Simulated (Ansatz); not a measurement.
W: changing the functional

The cell as given:

```
CELL_PARAMETERS angstrom
5.08300 0.00000 0.00000
0.00000 5.08300 0.00000
0.00000 0.00000 5.08300
ATOMIC_POSITIONS crystal
W 0.50000 0.25000 0.00000
W 0.50000 0.75000 0.00000
W 0.75000 0.00000 0.50000
W 0.25000 0.00000 0.50000
W 0.00000 0.50000 0.75000
W 0.00000 0.50000 0.25000
W 0.50000 0.50000 0.50000
W 0.00000 0.00000 0.00000
```

This isn't the form of W at room conditions, which is bcc.

Kept alike: task relaxation of cell and atoms; k mesh 5 × 5 × 5; occupations fermi-dirac, width 0.05 eV; no spin polarisation. Program: Ansatz, Ansatz PAW. Cutoffs run from 420 to 500 eV. The mesh is that of the run's cell of 8 atoms. No spin-orbit coupling.

```csv
functional,volume (Å³/atom)
LDA,15.643
PBEsol,15.919
r2SCAN,16.117
```

The relaxations keep at least the cell's symmetry (Pm-3n). For a metal such a mesh leaves the last digits unconverged. Relaxations stop with a little pressure left, so the last digits of a volume or edge aren't settled. All rows use potentials made for PBE.

The volume runs from 15.643 (LDA) to 16.117 Å³/atom (r2SCAN).
